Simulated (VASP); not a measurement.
**Os under changes of volume**

One of the cells (15.010 Å³/atom); the others are scaled copies at fixed shape and fractional positions:

```
Os
1.0
     0.00000    1.95788    1.95788
     1.95788    0.00000    1.95788
     1.95788    1.95788    0.00000
Os
1
Direct
  0.00000 0.00000 0.00000
```

This isn't the form of Os at room conditions, which is hcp.

| Item | Value |
| --- | --- |
| Program | VASP 6.6.1 |
| Functional | PBE |
| Potentials or basis | VASP PAW PBE potentials, release 64 (Os) |
| Cutoff | 520 eV |
| k mesh | 12 × 12 × 12 |
| Occupations | fermi-dirac, width 0.05 eV |
| Spin | no spin polarisation |

| volume (Å³/atom) | energy over the lowest point (meV/atom) | pressure (GPa) |
| --- | --- | --- |
| 13.833 | 21.06 | 14.9 |
| 14.127 | 2.40 | 5.5 |
| 14.422 | 0.00 | -2.9 |
| 15.010 | 36.79 | -16.8 |
| 15.305 | ? | ? |
| 15.599 | 118.83 | -27.6 |

Problem. What does the run at 15.305 Å³/atom give?

Solution. Energy over the lowest point 72.83 meV/atom; pressure -22.6 GPa.

Worked out: A Birch-Murnaghan fit of order 3 (a polynomial in V^(-2/3)) to the other rows has its minimum at 14.32 Å³/atom with B0 = V·E''(V) = 398 GPa and B' = 5.0. It gives 72.90 meV/atom at 15.305 Å³/atom, against the run's 72.83, and -dE/dV = -22.4 GPa, against -22.6.

Energies are extrapolated to zero smearing.
